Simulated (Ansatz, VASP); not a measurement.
**Sb: VASP beside Ansatz**

```xyz
1
Lattice="0.0000 2.3127 2.3127 2.3127 0.0000 2.3127 2.3127 2.3127 0.0000" Properties=species:S:1:pos:R:3 pbc="T T T"
Sb    0.0000    0.0000    0.0000
```

Change from the starting cell: volume scaled by 1.01, crystal datasets.

Alike in both runs: task electric field gradients; functional PBE; k mesh 12 × 12 × 12; occupations fermi-dirac, width 0.05 eV; no spin polarisation.

|  | VASP | Ansatz |
| --- | --- | --- |
| version | VASP 6.6.1 | Ansatz 0.2.0 |
| potentials or method | VASP PAW PBE potentials, release 64 (Sb), cutoff 520 eV | all-electron PAW with datasets made for the crystal, scalar-relativistic |

Ansatz gave:

* pressure (GPa): 7.8
* Vzz of the field gradient on the site that differs most (V/Å²): 0.0

Which values does VASP return?

Pressure (GPa): 7.7; Vzz of the field gradient on the site that differs most (V/Å²): 0.0.

Ansatz ran all-electron here, so the differences hold the error of VASP's frozen core and of both bases. Ansatz warned: «gradients_without_spin_orbit».

Spin-orbit coupling is left out, which matters for the levels of Sb.
